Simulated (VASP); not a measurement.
A run of VASP 6.6.1 is set up as follows.

INCAR

```
PREC = Accurate
ENCUT = 520
EDIFF = 1E-7
ISMEAR = 0
SIGMA = 0.02
LREAL = F
LASPH = T
NELM = 100
ALGO = Fast
ISIF = 2
LWAVE = F
LCHARG = F
GGA = PS
NBANDS = 11
```

The input KPOINTS:

```
regular mesh
0
Gamma
  8 8 8
```

Contents of POSCAR:

```
NaH
1.0
    0.0000000000      2.4732572000      2.4732572000
    2.4732572000      0.0000000000      2.4732572000
    2.4732572000      2.4732572000      0.0000000000
Na H
1 1
Direct
    0.0000000000      0.0000000000      0.0000000000
    0.5000000000      0.5000000000      0.5000000000
```

Potentials or basis: VASP PAW PBE potentials, release 64 (Na_pv, H).

The run is started by

```console
$ cat potpaw_PBE.64/Na_pv/POTCAR potpaw_PBE.64/H/POTCAR > POTCAR
$ mpirun -np 1 vasp_std > vasp.out
```

(1) Estimate the pressure.

(2) Predict the band gap on the k mesh.

Results:

(1) -2.0 GPa.

(2) 3.46 eV, indirect (least direct gap 4.32 eV).

Caveat: the PAW data sets were made with another functional, which shifts forces and pressure a little.
